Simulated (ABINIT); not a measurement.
PbS (Galena):

```
Pb S
1.0
     0.00000    2.96575    2.96575
     2.96575    0.00000    2.96575
     2.96575    2.96575    0.00000
Pb S
1 1
Cartesian
  0.0000 0.0000 0.0000
  2.9657 2.9657 2.9657
```

Base run:

```yaml
Program: ABINIT 10.8.3 (patched build)
Functional: HCTH407
Potentials_or_basis: JTH PAW PBE v2.0
Cutoff: 544 eV
k_mesh: 8 × 8 × 8
Occupations: fermi-dirac, width 0.05 eV
Spin: no spin polarisation
```

Its results: band gap on the k mesh 0.78 eV, direct.

The run is repeated on the same cell with these changes: functional from HCTH407 to OLYP. What comes out?

Band gap on the k mesh 0.68 eV, direct.

Caveats: spin-orbit coupling is left out, which as a rule narrows the gap of such compounds by several tenths of an eV.

A k mesh can miss the band edges.
